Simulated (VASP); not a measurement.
Set up this calculation in VASP 6.6.1, as the native input.

```
Task                   : single point
Functional             : PBEsol
Potentials or basis    : VASP PAW PBE potentials, release 64 (C)
Cutoff                 : 520 eV
k mesh                 : 16 × 16 × 4
Occupations            : fermi-dirac, width 0.05 eV
Spin                   : no spin polarisation
Further INCAR settings : ALGO = Normal; EDIFF = 1e-06; NBANDS = 16
```

The structure of C lies in POSCAR:

```
C
1.0
    2.4610000000      0.0000000000      0.0000000000
   -1.2305000000      2.1312885187      0.0000000000
    0.0000000000      0.0000000000      6.7080000000
C
4
Direct
    0.0000000000      0.0000000000      0.2500000000
    0.3333333333      0.6666666667      0.2500000000
    0.5000000000      0.0000000000      0.7500000000
    0.8333333333      0.6666666667      0.7500000000
```

The cell was built by a generator and needn't be a form met in nature.

These files were run (other wordings do the same):

INCAR

```
ALGO = Normal
EDIFF = 1E-6
ENCUT = 520
GGA = PS
ISIF = 2
ISMEAR = -1
LASPH = True
LCHARG = True
LELF = True
LREAL = False
LVHAR = True
LWAVE = False
NBANDS = 16
NELM = 80
PREC = Accurate
SIGMA = 0.05
```

KPOINTS

```
k-points
0
Gamma
  16 16 4
```

Potentials or basis: VASP PAW PBE potentials, release 64 (C).

Launch:

```bash
$ cat potpaw_PBE.64/C/POTCAR > POTCAR
$ mpirun -np 1 vasp_std > vasp.out
```

It gave:

```
Pressure               : 0.4 GPa
Largest force          : 0.011 eV/Å
Band gap on the k mesh : 0.19 eV
```

Caveat: the PAW data sets were made with another functional, which shifts forces and pressure a little; this functional lacks dispersion, which binds the layers, so the pressure and a relaxed spacing across them are unreliable.

Wall time 82 s on 1 thread of Intel(R) Xeon(R) Platinum 8488C (Sapphire Rapids), with other jobs on the host, peak memory 0.2 GiB.
